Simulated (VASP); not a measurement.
Here is a VASP 6.6.1 calculation.

The input INCAR:

```
SYSTEM = InSb
PREC = Accurate
ENCUT = 600
EDIFF = 1E-7
ISMEAR = 0
SIGMA = 0.03
LREAL = .False.
LASPH = .True.
NELM = 80
ALGO = Normal
ISIF = 3
LWAVE = .False.
LCHARG = .False.
GGA = PS
IBRION = 2
NSW = 90
EDIFFG = -0.005
```

KPOINTS

```
Automatic mesh
0
Gamma
  10 10 10
  0 0 0
```

POSCAR

```
InSb                                    
1.0
    0.0000000000      3.2603245826      3.2603245826
    3.2603245826      0.0000000000      3.2603245826
    3.2603245826      3.2603245826      0.0000000000
  In              Sb            
     1     1
Direct
     0.0000000000000000    0.0000000000000000    0.0000000000000000
     0.2500000000000000    0.2500000000000000    0.2500000000000000
```

Potentials or basis: VASP PAW PBE potentials, release 64 (In_d, Sb).

Command:

```sh
$ cat potpaw_PBE.64/In_d/POTCAR potpaw_PBE.64/Sb/POTCAR > POTCAR
$ mpirun -np 1 vasp_std > vasp.out
```

(1) Estimate the band gap on the k mesh.

Answers

(1) none (metal or under the smearing width).

Caveat: the relaxation stopped at its first step, so nothing moved; this crystal is a semiconductor, whose small gap the functional closes, so the metal is an error of the method.
